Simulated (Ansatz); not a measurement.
Input of an Ansatz 0.2.0 run:

input.yaml

```yaml
crystal:
  lattice:
    - [0.0, 2.7218511865, 2.7218511865]
    - [2.7218511865, 0.0, 2.7218511865]
    - [2.7218511865, 2.7218511865, 0.0]
  atoms:
    - { symbol: Si, position: [0.5, 0.5, 0.5] }
    - { symbol: Si, position: [0.75, 0.75, 0.75] }
kpoints:
  mp_grid: { grid: [8, 8, 8] }
scf:
  occupations: { method: gaussian, width: 0.02 }
hamiltonian:
  xc: pbe
  pseudopotentials: { kind: all_electron, lapw: { basis_error: 0.001 } }
output:
  forces: true
  stress: true
  eigenvalues: true
```

Potentials or basis: all-electron LAPW, scalar-relativistic.

Command:

```bash
$ ansatz run input.yaml --threads 1 --pin off --max-ram 3072MiB --backend cpu --events-out ev --progress --plain --runs-dir out
```

Q: Estimate the pressure.

A: 1.3 GPa.

Q: Estimate the band gap on the k mesh.

A: 0.63 eV, indirect (least direct gap 2.56 eV).

A k mesh can miss the band edges.
